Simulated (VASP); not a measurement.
Crystal: Pb.

```
CELL_PARAMETERS angstrom
-1.97966 1.97966 1.97966
1.97966 -1.97966 1.97966
1.97966 1.97966 -1.97966
ATOMIC_POSITIONS crystal
Pb 0.00000 0.00000 0.00000
```

This isn't the form of Pb at room conditions, which is fcc.

| Item | Value |
| --- | --- |
| Program | VASP 6.6.1 |
| Task | relaxation of cell and atoms |
| Functional | PBE |
| Dispersion | D3(BJ) |
| Potentials or basis | VASP PAW PBE potentials, release 64 (Pb_d) |
| Cutoff | 600 eV |
| k mesh | 16 × 16 × 16 |
| Occupations | gaussian, width 0.1 eV |
| Spin | no spin polarisation |

At the start: pressure -0.9 GPa; volume 31.03 Å³/atom.

Task: How do energy, volume and symmetry change on relaxing?

Result: Over 3 steps the energy falls by 2.0 meV/atom and the volume is 30.36 Å³/atom (-2.2 %); space group Im-3m (No. 229, to 0.05 Å).

The path:
```
step  energy change (eV)  largest force (eV/Å)  pressure (GPa)  volume (Å³)
   1              0.0000                0.0000           -0.92        31.03
   2             -0.0019                0.0000            0.18        30.24
   3             -0.0020                0.0000            0.01        30.36
```

Final structure:
```
CELL_PARAMETERS angstrom
-1.96513 1.96513 1.96513
1.96513 -1.96513 1.96513
1.96513 1.96513 -1.96513
ATOMIC_POSITIONS crystal
Pb 0.00000 0.00000 0.00000
```

Caveat: pairwise dispersion overbinds metals, which lowers pressure and volume.
